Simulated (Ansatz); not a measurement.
## Crystals of one type (P6_3mc): Bulk modulus and equilibrium volume per atom

Results calculated with Ansatz 0.2.0, not measured. Energy against volume at fixed shape and fractional coordinates by the named method, from the given cell, third-order Birch-Murnaghan fit where the minimum lies in the range, no spin or spin-orbit, a sheet repeats along a, b.

Settings of every row: method PBE; periodic directions 3; potentials PAW; wave cutoff 420 eV; smearing width 0 eV.

Limits: cells from prototypes or lists of computed structures, which needn't be the stable phases (PbO, SnO, MgS, SnSe, SnTe, TePb); cells and atoms come from relaxations with PBE.

Each row is one crystal in space group P6_3mc (No. 186) with 4 atoms in the cell and the same ratio of atoms; x is the equilibrium volume per atom, y the bulk modulus.

```csv
row,formula,k mesh,equilibrium volume per atom (Å³),bulk modulus (GPa)
1,ZnO,9x9x4,12.327,129.1
2,ZnS,6x6x4,20.187,69.2
3,PbO,6x6x4,22.351,?
4,SnO,9x9x2,22.487,58.6
5,MgS,6x6x4,23.104,55.2
6,CdS,6x6x4,26.038,53.2
7,CdSe,6x6x4,29.758,44.6
8,SnSe,6x6x4,35.043,36.0
9,SnTe,6x6x4,41.506,29.9
10,TePb,6x6x4,43.833,29.3
```

Question: what bulk modulus should PbO (row 3) have?

Worked estimate. Within a structure type the bulk modulus often falls roughly as a power of the volume, so take logarithms of both. The shown rows have ln x = 2.512, 3.005, 3.113, 3.140, 3.260, 3.393, 3.557, 3.726, 3.780 and ln y = 4.861, 4.237, 4.071, 4.011, 3.974, 3.798, 3.584, 3.398, 3.378. The means are 3.276 and 3.924; the sums about them are S_xx = 1.252 and S_xy = -1.459, so the exponent is -1.17, and the standard deviation about the line is 4.2 %. Row 3 has ln x = 3.107, so ln y = 3.924 − 1.17 × (3.107 − 3.276) = 4.122 and y = 61.7 GPa.

The calculation gave 64.8 GPa. The line lies 3.1 GPa too low, within two standard deviations. The line sums up these rows, a set chosen because a line describes it; it is no law, within this structure type or beyond it.
